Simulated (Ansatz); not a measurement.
Zn under compression and expansion

```xyz
1
Lattice="-1.5664 1.5664 1.5664 1.5664 -1.5664 1.5664 1.5664 1.5664 -1.5664" Properties=species:S:1:pos:R:3 pbc="T T T"
Zn    0.0000    0.0000    0.0000
```

The cell was built from the bcc type and relaxed in the same program, and has space group Im-3m; it needn't be a known or the stable phase.

All numbers are computed: DFT, PBE, all-electron LAPW, scalar-relativistic (Ansatz 0.2.0); DFT, PBE, PAW with Ansatz's default frozen-core files, scalar-relativistic (Ansatz 0.2.0).

For LAPW: a Γ-centred 17×17×17 k mesh, Fermi–Dirac smearing of 0.05 eV, basis error target 1 meV/atom, no spin polarisation. PAW takes a cutoff of 420 eV at this cell. The Ansatz runs share mesh, smearing and spin set-up. Plane-wave (PAW) pressures include the program's estimate of the Pulay term.

The cell above is scaled evenly, with fractional coordinates and shape held.

```
V/V(cell)  V (Å³/atom)  P, LAPW (GPa)  P, PAW (GPa)  free energy over the lowest listed, PAW (meV/atom)
   0.9405       14.458           4.57          4.58                                                12.3
   0.9700       14.912           2.10          2.10                                                 2.9
   1.0000       15.373          -0.01         -0.02                                                 0.0
   1.0300       15.834          -1.78         -1.80                                                 2.7
   1.0600       16.296          -3.23         -3.25                                                10.0
```

Question: What do Birch–Murnaghan fits to the pressures give?

Answer: LAPW: V0 = 15.37 Å³/atom, B0 = 64 GPa, B0′ = 5.0; PAW: V0 = 15.37 Å³/atom, B0 = 64 GPa, B0′ = 5.1.

PAW's V0 lies -0.01 % from the all-electron value and its B0 0.3 %. Symmetry fixes shape and coordinates here, so this is the relaxed modulus.
